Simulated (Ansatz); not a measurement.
Take a 16-atom supercell of BeO in the wurtzite structure (space group P6_3mc, No. 186; a = 2.712 Å, c = 4.405 Å) at its relaxed geometry as the base.

(Cell as relaxed with PBE.)

Levels (all Ansatz, a first-principles code, PAW): PBE (420 eV, scalar-relativistic without spin-orbit coupling); r2SCAN (500 eV, scalar-relativistic without spin-orbit coupling).

Each level relaxes its own structure.

The change: a neutral Be interstitial (started 1.66 Å from the nearest host atom), atoms relaxed at fixed cell, starting from a slightly rattled geometry.

```json
[
 {"quantity": "final site of the added atom", "PBE": "3 O at 1.62 Å (trigonal pyramidal)", "r2SCAN": "?"},
 {"quantity": "pressure", "PBE": "24.4 GPa", "r2SCAN": "?"},
 {"quantity": "largest displacement of a host atom from its site in the perfect cell", "PBE": "0.22 Å", "r2SCAN": "?"}
]
```

Question: What does r2SCAN give?

Answer: 
- final site of the added atom, r2SCAN: 3 O at 1.61 Å (trigonal pyramidal)
- pressure, r2SCAN: 26.2 GPa
- largest displacement of a host atom from its site in the perfect cell, r2SCAN: 0.23 Å

They disagree on the final site of the added atom; PBE's pressure lies 1.8 GPa below r2SCAN's. Neither level is exact; r2SCAN is the comparison here, not a measurement.

Other magnetic orders, which the real material may have, were not ruled out. In so small a cell the defect repeats every few ångströms: this is an ordered compound, not a dilute defect. Seeded moments were not kept for Be interstitial (started 1.66 Å from the nearest host atom) and Be interstitial (started 1.65 Å from the nearest host atom).
